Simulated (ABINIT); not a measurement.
# Ge (Fd-3m) in ABINIT: further runs

One crystal, Ge, is run at these levels: PBEsol, PBE; tasks: single point, relaxation of cell and atoms.

Program: ABINIT 10.8.3 (patched build). These are calculated values, not measurements. Logs are shortened: lines on timing, memory, paths and dates and some standing lists are left out, and cuts for length are marked. The log counts tension as positive stress, the text compression.

**What was measured.**

“Electronic and optical properties of SixGe1-x-ySny alloys lattice-matched to Ge”, 2021, arxiv:2109.02782 reports, for a bulk crystal of Ge at 293 K: band gap 0.666 eV (indirect).

The results are compared with them further down.

**1. The crystal as given**

It takes space group Fd-3m (No. 227, cubic). Conventional cell: a = 5.658 Å, b = 5.658 Å, c = 5.658 Å, α = 90.00°, β = 90.00°, γ = 90.00°. Ge (site symmetry -43m) has 4 Ge at 2.45 Å as nearest neighbours.

**2. Single point, PBEsol**

Contents of run.abi:

```
pp_dirpath "./"
pseudos "Ge.upf"

acell 3*1.0 Angstrom
rprim
     0.0000000000     2.8289100000     2.8289100000
     2.8289100000     0.0000000000     2.8289100000
     2.8289100000     2.8289100000     0.0000000000
ntypat 1
znucl 32
natom 2
typat 1 1
xred
     0.7500000000     0.7500000000     0.7500000000
     0.5000000000     0.5000000000     0.5000000000

ecut 952.398519 eV

kptopt 1
ngkpt 6 6 6
nshiftk 1
shiftk 0.0 0.0 0.0

ixc -116133

nband 18
occopt 3
tsmear 0.05 eV

nstep 100
tolvrs 1.0e-10

iomode 3
prtwf 0
prtden 0
prteig 0
prtebands 0
prtvol 2
```

Potentials or basis: PseudoDojo NC SR PBEsol v0.4.1 standard.

Started as:

```console
> abinit run.abi > log 2>&1
```

run.abo:

```text
.Version 10.8.3 of ABINIT
 Symmetries : space group Fd -3 m (#227); Bravais cF (face-center cubic)
================================================================================
 Values of the parameters that define the memory need of the present run
     intxc =       0    ionmov =       0      iscf =       7    lmnmax =       6
     lnmax =       6     mgfft =      45  mpssoang =       3    mqgrid =    3001
     natom =       2  nloc_mem =       1    nspden =       1   nspinor =       1
    nsppol =       1      nsym =      48    n1xccc =    2501    ntypat =       1
    occopt =       3   xclevel =       2
       mpw =        3042          nfft =       91125          nkpt =          16
================================================================================
================================================================================

--------------------------------------------------------------------------------
------------- Echo of variables that govern the present computation ------------
--------------------------------------------------------------------------------
 -outvars: echo values of preprocessed input variables --------
            acell      1.8897261259E+00  1.8897261259E+00  1.8897261259E+00 Bohr
              amu      7.26100000E+01
             ecut      3.50000000E+01 Hartree
              ixc     -116133
         kptrlatt        6    0    0      0    6    0      0    0    6
          kptrlen      4.53611699E+01
            natom           2
            nband          18
            ngfft          45      45      45
             nkpt          16
            nstep         100
             nsym          48
           ntypat           1
           occopt           3
           prtden           0
        prtebands           0
           prteig           0
           prtvol           2
            prtwf           0
            rprim      0.0000000000E+00  2.8289100000E+00  2.8289100000E+00
                       2.8289100000E+00  0.0000000000E+00  2.8289100000E+00
                       2.8289100000E+00  2.8289100000E+00  0.0000000000E+00
          spgroup         227
           tolvrs      1.00000000E-10
           tsmear      1.83746611E-03 Hartree
            typat      1  1
           xangst      4.2433650000E+00  4.2433650000E+00  4.2433650000E+00
                       2.8289100000E+00  2.8289100000E+00  2.8289100000E+00
            xcart      8.0187977023E+00  8.0187977023E+00  8.0187977023E+00
                       5.3458651348E+00  5.3458651348E+00  5.3458651348E+00
             xred      7.5000000000E-01  7.5000000000E-01  7.5000000000E-01
                       5.0000000000E-01  5.0000000000E-01  5.0000000000E-01
            znucl       32.00000

================================================================================

 chkinp: Checking input parameters for consistency.

================================================================================
== DATASET  1 ==================================================================

--- !DatasetInfo
iteration_state: {dtset: 1, }
dimensions: {natom: 2, nkpt: 16, mband: 18, nsppol: 1, nspinor: 1, nspden: 1, mpw: 3042, }
cutoff_energies: {ecut:  35.0, pawecutdg:  -1.0, }
electrons: {nelect:   2.80000000E+01, charge:   0.00000000E+00, occopt:   3.00000000E+00, tsmear:   1.83746611E-03, }
meta: {optdriver: 0, ionmov: 0, optcell: 0, iscf: 7, paral_kgb: 0, }
...

 Real(R)+Recip(G) space primitive vectors, cartesian coordinates (Bohr,Bohr^-1):
 R(1)=  0.0000000  5.3458651  5.3458651  G(1)= -0.0935302  0.0935302  0.0935302
 R(2)=  5.3458651  0.0000000  5.3458651  G(2)=  0.0935302 -0.0935302  0.0935302
 R(3)=  5.3458651  5.3458651  0.0000000  G(3)=  0.0935302  0.0935302 -0.0935302
 Unit cell volume ucvol=  3.0555120E+02 bohr^3
 Angles (23,13,12)=  6.00000000E+01  6.00000000E+01  6.00000000E+01 degrees

 getcut: wavevector=  0.0000  0.0000  0.0000  ngfft=  45  45  45
         ecut(hartree)=     35.000   => boxcut(ratio)=   2.18535

--- Pseudopotential description ------------------------------------------------
- pspini: atom type   1  psp file is ./Ge.upf
12 -116133 2 -1 1560                          pspcod,pspxc,lmax,lloc,mmax
     nproj     2     2     2

   1.72858076E+03                                ecore*ucvol(ha*bohr**3)
--------------------------------------------------------------------------------

================================================================================
[... 79 lines left out ...]
  2.61E-15 1.88E-15
   0.1667  0.1667  0.0000    1  8.56516E-14 kpt; spin; max resid(k); each band:
[... 32 lines left out ...]
  1.69E-16 1.70E-16 2.09E-15 2.09E-15 1.48E-16 1.48E-16 3.06E-16 3.07E-16
  1.09E-15 1.09E-15 1.58E-15 1.58E-15 4.91E-16 3.04E-16 3.16E-15 3.16E-15
  4.03E-14 5.30E-14
   0.5000  0.3333  0.1667    1  3.61544E-13 kpt; spin; max resid(k); each band:
  1.12E-15 1.20E-15 1.12E-15 9.77E-16 5.98E-16 1.50E-15 1.89E-16 6.73E-16
  6.58E-16 5.51E-16 2.00E-15 1.74E-15 1.13E-15 1.28E-15 2.97E-15 2.23E-15
  3.53E-15 3.62E-13
  -0.3333  0.3333  0.1667    1  1.30230E-11 kpt; spin; max resid(k); each band:
  9.01E-16 1.08E-15 1.19E-15 1.33E-15 5.06E-16 1.25E-15 8.18E-16 2.78E-16
  4.53E-16 3.81E-16 1.73E-15 1.90E-15 1.17E-15 1.32E-15 2.96E-15 3.36E-15
  1.59E-13 1.30E-11
  -0.3333  0.5000  0.1667    1  3.50165E-15 kpt; spin; max resid(k); each band:
  1.13E-15 1.14E-15 1.53E-15 1.53E-15 7.79E-16 7.81E-16 3.53E-16 3.53E-16
  4.13E-16 4.15E-16 1.64E-15 1.64E-15 1.17E-15 1.17E-15 3.13E-15 3.13E-15
  3.50E-15 3.50E-15
 reduced coordinates (array xred) for    2 atoms
       0.750000000000      0.750000000000      0.750000000000
       0.500000000000      0.500000000000      0.500000000000
 rms dE/dt=  1.3474E-27; max dE/dt=  0.0000E+00; dE/dt below (all hartree)
    1       0.000000000000     -0.000000000000     -0.000000000000
    2      -0.000000000000      0.000000000000     -0.000000000000

 cartesian coordinates (angstrom) at end:
    1      4.24336500000000     4.24336500000000     4.24336500000000
    2      2.82891000000000     2.82891000000000     2.82891000000000

 cartesian forces (hartree/bohr) at end:
    1      0.00000000000000    -0.00000000000000    -0.00000000000000
    2     -0.00000000000000     0.00000000000000     0.00000000000000
 frms,max,avg= 1.3615681E-28 2.2036326E-28   0.000E+00  0.000E+00  0.000E+00 h/b

 cartesian forces (eV/Angstrom) at end:
    1      0.00000000000000    -0.00000000000000    -0.00000000000000
    2     -0.00000000000000     0.00000000000000     0.00000000000000
 frms,max,avg= 7.0014645E-27 1.1331535E-26   0.000E+00  0.000E+00  0.000E+00 e/A
 length scales=  1.889726125908  1.889726125908  1.889726125908 bohr
              =  1.000000000000  1.000000000000  1.000000000000 angstroms
 Fermi (or HOMO) energy (hartree) =   0.14502   Average Vxc (hartree)=  -0.37632
 Eigenvalues (hartree) for nkpt=  16  k points:
 kpt#   1, nband= 18, wtk=  0.00463, kpt=  0.0000  0.0000  0.0000 (reduced coord)
  -0.76903   -0.76903   -0.76903   -0.76769   -0.76769   -0.75994   -0.75994   -0.75994
  -0.75950   -0.75950   -0.32595    0.14369    0.14424    0.14424    0.14424    0.23729
   0.23729    0.23729
      occupation numbers for kpt#   1
   2.00000    2.00000    2.00000    2.00000    2.00000    2.00000    2.00000    2.00000
   2.00000    2.00000    2.00000    1.34716    1.20989    1.20989    1.20989    0.00000
   0.00000    0.00000
 kpt#   2, nband= 18, wtk=  0.03704, kpt=  0.1667  0.0000  0.0000 (reduced coord)
  -0.76947   -0.76947   -0.76886   -0.76708   -0.76708   -0.76060   -0.76060   -0.76013
  -0.75896   -0.75896   -0.31357    0.02711    0.12499    0.12499    0.17778    0.26274
   0.26274    0.29539
      occupation numbers for kpt#   2
   2.00000    2.00000    2.00000    2.00000    2.00000    2.00000    2.00000    2.00000
   2.00000    2.00000    2.00000    2.00000    1.99996    1.99996    0.00000    0.00000
   0.00000    0.00000
 kpt#   3, nband= 18, wtk=  0.03704, kpt=  0.3333  0.0000  0.0000 (reduced coord)
[... 96 lines left out ...]
  -0.77085   -0.77047   -0.76680   -0.76497   -0.76415   -0.76384   -0.76262   -0.76164
  -0.75786   -0.75749   -0.21585   -0.14544   -0.00931    0.03771    0.25372    0.27456
   0.36561    0.36634
      occupation numbers for kpt#  15
   2.00000    2.00000    2.00000    2.00000    2.00000    2.00000    2.00000    2.00000
   2.00000    2.00000    2.00000    2.00000    2.00000    2.00000    0.00000    0.00000
   0.00000    0.00000
 kpt#  16, nband= 18, wtk=  0.05556, kpt= -0.3333  0.5000  0.1667 (reduced coord)
  -0.77067   -0.77067   -0.76605   -0.76605   -0.76365   -0.76365   -0.76230   -0.76230
  -0.75762   -0.75762   -0.18018   -0.18018    0.00610    0.00610    0.24102    0.24102
   0.38389    0.38389
      occupation numbers for kpt#  16
   2.00000    2.00000    2.00000    2.00000    2.00000    2.00000    2.00000    2.00000
   2.00000    2.00000    2.00000    2.00000    2.00000    2.00000    0.00000    0.00000
   0.00000    0.00000
 Total charge density [el/Bohr^3]
)     Maximum=    2.0291E+00  at reduced coord.    0.7556    0.7778    0.8222
)Next maximum=    2.0291E+00  at reduced coord.    0.6444    0.7778    0.8222
)     Minimum=    2.6600E-03  at reduced coord.    0.0000    0.0000    0.0000
)Next minimum=    2.6715E-03  at reduced coord.    0.2444    0.2444    0.2444
   Integrated=    2.8000E+01

--- !EnergyTerms
iteration_state     : {dtset: 1, }
comment             : Components of total free energy in Hartree
kinetic             :  1.33971736112069E+02
hartree             :  5.53084623624284E+01
xc                  : -4.31921865967889E+01
Ewald energy        : -9.87503790331824E+01
psp_core            :  5.65725407198857E+00
local_psp           : -1.37078715415676E+02
non_local_psp       : -9.43168628324645E+01
internal            : -1.78400691331626E+02
'-kT*entropy'       : -7.22035291913729E-05
total_energy        : -1.78400763535156E+02
total_energy_eV     : -4.85453208313304E+03
band_energy         : -1.57907038893453E+01
...

 Cartesian components of stress tensor (hartree/bohr^3)
  sigma(1 1)=  4.12265487E-05  sigma(3 2)=  0.00000000E+00
  sigma(2 2)=  4.12265487E-05  sigma(3 1)=  0.00000000E+00
  sigma(3 3)=  4.12265487E-05  sigma(2 1)=  0.00000000E+00

-Cartesian components of stress tensor (GPa)         [Pressure= -1.2129E+00 GPa]
- sigma(1 1)=  1.21292694E+00  sigma(3 2)=  0.00000000E+00
- sigma(2 2)=  1.21292694E+00  sigma(3 1)=  0.00000000E+00
- sigma(3 3)=  1.21292694E+00  sigma(2 1)=  0.00000000E+00

== END DATASET(S) ==============================================================
================================================================================

 -outvars: echo values of variables after computation  --------
            acell      1.8897261259E+00  1.8897261259E+00  1.8897261259E+00 Bohr
           etotal     -1.7840076354E+02
            fcart      2.2036326309E-28 -8.1849212003E-29 -1.8888279693E-29
                      -2.2036326309E-28  8.1849212003E-29  1.8888279693E-29
            rprim      0.0000000000E+00  2.8289100000E+00  2.8289100000E+00
                       2.8289100000E+00  0.0000000000E+00  2.8289100000E+00
                       2.8289100000E+00  2.8289100000E+00  0.0000000000E+00
           strten      4.1226548650E-05  4.1226548650E-05  4.1226548650E-05
                       0.0000000000E+00  0.0000000000E+00  0.0000000000E+00
           xangst      4.2433650000E+00  4.2433650000E+00  4.2433650000E+00
                       2.8289100000E+00  2.8289100000E+00  2.8289100000E+00
             xred      7.5000000000E-01  7.5000000000E-01  7.5000000000E-01
                       5.0000000000E-01  5.0000000000E-01  5.0000000000E-01
 Calculation completed.
```

Wall time 39 s (1 thread of Intel Xeon at 2.70GHz, shared host); peak memory 0.09 GiB.

What came out:

* Free energy: -4854.5321 eV
* Pressure: -1.2 GPa
* Band gap on the k mesh: none (metal or under the smearing width)
* Valence electrons inside the program's atomic spheres: Ge 11.56 (radii [1.0584] Å)

Caveat: this crystal is a semiconductor, whose small gap the functional closes, so the metal is an error of the method.

**3. Single point, PBEsol**

Contents of run.abi:

```
# Pseudopotentials
pp_dirpath "./"
pseudos "Ge.upf"

# Structure
acell 3*1.0 Angstrom
rprim
     0.0000000000     2.8289100000     2.8289100000
     2.8289100000     0.0000000000     2.8289100000
     2.8289100000     2.8289100000     0.0000000000
ntypat 1
znucl 32
natom 2
typat 1 1
xcart
     4.2433650000     4.2433650000     4.2433650000
     2.8289100000     2.8289100000     2.8289100000 Angstrom

# Plane-wave basis
ecut 952.398519 eV

# k points
kptopt 1
ngkpt 6 6 6
nshiftk 1
shiftk 0.0 0.0 0.0

# Exchange and correlation
ixc -116133

# Bands and occupations
nband 18
occopt 3
tsmear 0.00183747

# SCF cycle
nstep 100
tolvrs 1.0e-10

# Output
iomode 3
prtwf 0
prtden 0
prteig 0
prtebands 0
enunit 1
```

Potentials or basis: PseudoDojo NC SR PBEsol v0.4.1 standard.

Started as:

```console
> abinit run.abi > log 2>&1
```

Wall time 30 s (1 thread of Intel Xeon at 2.70GHz, shared host); peak memory 0.09 GiB.

The run converged. Its results:

| Quantity | Value |
| --- | --- |
| Free energy | -4854.5321 eV |
| Pressure | -1.2 GPa |
| Band gap on the k mesh | none (metal or under the smearing width) |
| Valence electrons inside the program's atomic spheres | Ge 11.56 (radii [1.0584] Å) |

Levels at points of the mesh, in eV from the Fermi level:
| k point | band 10 | band 11 | band 12 | band 13 | band 14 | band 15 | band 16 | band 17 | band 18 |
| --- | --- | --- | --- | --- | --- | --- | --- | --- | --- |
| (0.00, 0.00, 0.00) | -24.61 | -12.82 | -0.04 | -0.02 | -0.02 | -0.02 | 2.51 | 2.51 | 2.51 |
| (0.50, 0.00, 0.00) | -24.59 | -10.72 | -7.65 | -1.43 | -1.43 | 0.10 | 3.68 | 3.68 | 6.96 |
| (0.50, 0.50, 0.00) | -24.57 | -8.92 | -8.92 | -3.11 | -3.11 | 0.64 | 0.64 | 9.46 | 9.46 |

Caveat: this crystal is a semiconductor, whose small gap the functional closes, so the metal is an error of the method.

**4. Single point, PBEsol**

run.abi, as its differences from that of step 3:

```diff
@@ -2,3 +2,3 @@
 pp_dirpath "./"
-pseudos "Ge.upf"
+pseudos "Ge.GGA_PBE-JTH.xml"
 
@@ -14,8 +14,9 @@
 typat 1 1
-xcart
-     4.2433650000     4.2433650000     4.2433650000
-     2.8289100000     2.8289100000     2.8289100000 Angstrom
+xred
+     0.7500000000     0.7500000000     0.7500000000
+     0.5000000000     0.5000000000     0.5000000000
 
 # Plane-wave basis
-ecut 952.398519 eV
+ecut 16.0
+pawecutdg 32.0
 
@@ -37,3 +38,3 @@
 nstep 100
-tolvrs 1.0e-10
+tolvrs 1.0e-9
```

Potentials or basis: JTH PAW PBE v2.0.

Started as:

```console
> abinit run.abi > log 2>&1
```

Run time: 17 s. Hardware: 1 thread of Arm Neoverse V1, shared host; peak memory 0.1 GiB.

It converged, with:

```
Free energy                                           : -5200.3881 eV
Band gap on the k mesh                                : none (metal or under the smearing width)
Valence electrons inside the program's atomic spheres : Ge 12.39 (radii [1.2196] Å)
```

Levels at points of the mesh, in eV from the Fermi level:
| k point | band 10 | band 11 | band 12 | band 13 | band 14 | band 15 | band 16 | band 17 | band 18 |
| --- | --- | --- | --- | --- | --- | --- | --- | --- | --- |
| (0.00, 0.00, 0.00) | -24.50 | -12.84 | -0.05 | -0.02 | -0.02 | -0.02 | 2.51 | 2.51 | 2.51 |
| (0.50, 0.00, 0.00) | -24.47 | -10.74 | -7.67 | -1.44 | -1.44 | 0.10 | 3.70 | 3.70 | 6.94 |
| (0.50, 0.50, 0.00) | -24.46 | -8.94 | -8.94 | -3.12 | -3.12 | 0.65 | 0.65 | 9.46 | 9.46 |

Caveat: the cutoff is too short for stress, so the log's stress isn't used; the PAW data sets were made with another functional, which shifts forces and pressure a little; this crystal is a semiconductor, whose small gap the functional closes, so the metal is an error of the method.

[end of part 1 of 2]
